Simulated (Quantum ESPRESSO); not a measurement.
**MnO: single point with PBE**

Crystal: MnO.

```
CELL_PARAMETERS angstrom
0.00000 2.22200 2.22200
2.22200 0.00000 2.22200
2.22200 2.22200 0.00000
ATOMIC_POSITIONS crystal
Mn 0.00000 0.00000 0.00000
O 0.50000 0.50000 0.50000
```

```json
{"Program": "Quantum ESPRESSO 7.5", "Task": "single point", "Functional": "PBE", "Potentials or basis": "SSSP 1.3 efficiency PBE", "Cutoff": "884 eV", "Density cutoff": "10612 eV", "k mesh": "10 × 10 × 10", "Occupations": "fermi-dirac, width 0.05 eV", "Spin": "collinear spin, ferromagnetic start", "Starting moments": "[4.0, 0.0] μB"}
```

```json
{"Pressure": "0.3 GPa", "Band gap on the k mesh": "none (metal or under the smearing width)", "Net moment": "4.80 μB per cell", "Absolute moment": "4.80 μB per cell", "Site moments": "Mn +4.07; O +0.23 μB", "Valence electrons inside the program's atomic spheres": "Mn 12.60; O 5.94"}
```

Levels at points of the mesh, in eV from the Fermi level:
Spin up:
```csv
k point,band 11,band 12,band 13,band 14,band 15,band 16
"(0.00, 0.00, 0.00)",-3.23,-2.70,-2.70,-0.56,13.93,16.21
"(0.00, 0.00, -0.50)",-1.89,0.20,0.20,3.44,7.71,11.82
"(0.00, -0.50, -0.50)",-2.06,-2.06,-1.92,4.98,7.78,10.35
```
Spin down:
| k point | band 4 | band 5 | band 6 | band 7 | band 8 | band 9 | band 10 | band 11 | band 12 | band 13 |
| --- | --- | --- | --- | --- | --- | --- | --- | --- | --- | --- |
| (0.00, 0.00, 0.00) | -45.57 | -19.85 | -3.39 | -3.39 | -3.39 | 0.78 | 0.79 | 0.79 | 0.79 | 1.42 |
| (0.00, 0.00, -0.50) | -45.58 | -18.90 | -7.40 | -4.87 | -4.87 | 1.98 | 2.03 | 2.03 | 3.71 | 3.71 |
| (0.00, -0.50, -0.50) | -45.60 | -18.93 | -6.45 | -4.36 | -4.36 | -0.81 | 2.02 | 2.22 | 2.48 | 2.48 |

Run time: 74 s on 1 thread of Intel(R) Xeon(R) Platinum 8175M CPU @ 2.50GHz (Skylake/Cascade Lake) (shared host), peak memory 0.29 GiB.

Caveat: a cell with one magnetic atom can't hold antiferromagnetic order, which such compounds often take; semilocal functionals often make such compounds metallic where correlation or magnetic order opens a gap, which also shifts bond lengths. With open d or f shells a metallic result of PBE can be an artefact of self-interaction; +U or a hybrid may open a gap.
